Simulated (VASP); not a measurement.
A run of VASP 6.6.1:

The input POSCAR:

```
TiO2
1.0
    4.5318000000      0.0000000000      0.0000000000
    0.0000000000      5.5019000000      0.0000000000
    0.0000000000      0.0000000000      4.9063000000
Ti O
4 8
Direct
    0.0000000000      0.1758413100      0.2500000000
    0.5000000000      0.3241586900      0.7500000000
    0.0000000000      0.8241586900      0.7500000000
    0.5000000000      0.6758413100      0.2500000000
    0.2701522159      0.3823927898      0.4195101870
    0.2298477841      0.1176072102      0.9195101870
    0.7701522159      0.1176072102      0.5804898130
    0.7298477841      0.3823927898      0.0804898130
    0.7298477841      0.6176072102      0.5804898130
    0.7701522159      0.8823927898      0.0804898130
    0.2298477841      0.8823927898      0.4195101870
    0.2701522159      0.6176072102      0.9195101870
```

INCAR.step1

```
SYSTEM = TiO2
ALGO = Normal ; EDIFF = 1E-4
ENCUT = 520 ; GGA = PE
ISMEAR = -1 ; LASPH = .TRUE.
LCHARG = .FALSE. ; LREAL = .FALSE.
LWAVE = .TRUE. ; NBANDS = 60
NELM = 100 ; PREC = Accurate
SIGMA = 0.02
```

Contents of INCAR.step2:

```
SYSTEM = TiO2
ALGO = Normal ; EDIFF = 1E-8
ENCUT = 520 ; ISIF = 2
ISMEAR = -1 ; ISTART = 1
LASPH = .TRUE. ; LCHARG = .FALSE.
LEFG = .TRUE. ; LMIXTAU = .TRUE.
LREAL = .FALSE. ; LWAVE = .FALSE.
METAGGA = R2SCAN ; NBANDS = 60
NELM = 100 ; PREC = Accurate
SIGMA = 0.02
```

The input KPOINTS:

```
k-points
0
G
  5 4 4
  0 0 0
```

Potentials or basis: VASP PAW PBE potentials, release 64 (Ti_sv, O).

The run is started by

```console
$ cat potpaw_PBE.64/Ti_sv/POTCAR potpaw_PBE.64/O/POTCAR > POTCAR
$ cp INCAR.step1 INCAR
$ mpirun -np 1 vasp_std > vasp.out
$ cp INCAR.step2 INCAR
$ mpirun -np 1 vasp_std > vasp.out
```

Hardware: 1 thread of Intel(R) Xeon(R) 6975P-C (Granite Rapids), with other jobs on the host.

Task: Estimate the wall time of this run.

Result: Run time: 6.2 min on 1 thread of Intel(R) Xeon(R) 6975P-C (Granite Rapids) (shared host), peak memory 0.32 GiB. Counts: scf iterations 19, k points 27.
